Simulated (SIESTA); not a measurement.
The system is Sb.

```
CELL_PARAMETERS angstrom
2.15420 1.24373 3.75800
-2.15420 1.24373 3.75800
0.00000 -2.48746 3.75800
ATOMIC_POSITIONS crystal
Sb 0.76651 0.76651 0.76651
Sb 0.23349 0.23349 0.23349
```

Base run:

* Program: SIESTA 5.4.2
* Functional: BLYP
* Potentials or basis: PseudoDojo 0.4 standard (PBE files)
* Basis: DZP (energy shift 0.003 Ry; two zetas on semicore shells)
* Grid cutoff: 500 Ry
* Energy shift: 0.003 Ry
* k mesh: 8 × 8 × 8
* Occupations: fermi-dirac, width 0.05 eV
* Spin: no spin polarisation

Its results: band gap on the k mesh none (metal or under the smearing width); pressure 7.9 GPa; largest force 0.356 eV/Å.

**Question.** After a change of settings the same cell gave: band gap on the k mesh none (metal or under the smearing width); pressure 3.7 GPa; largest force 0.362 eV/Å. Which change was it?
A. functional from BLYP to revPBE
B. functional from BLYP to PBEsol; potentials or basis from PseudoDojo 0.4 standard (PBE files) to PseudoDojo 0.4 standard (PBEsol files)
C. functional from BLYP to PW91
D. functional from BLYP to WC; potentials or basis from PseudoDojo 0.4 standard (PBE files) to PseudoDojo 0.4 standard (PBEsol files)

**Answer.** C.

PW91 binds more tightly than BLYP, so the same cell stands under less pressure.

Caveats: the potentials were made for another functional, which shifts forces and pressure; spin-orbit coupling is left out, which moves the levels of the heavy elements; the basis of atomic orbitals isn't converged, which shifts pressures, moduli and gaps.

Runs at the PBE level aren't shown here.
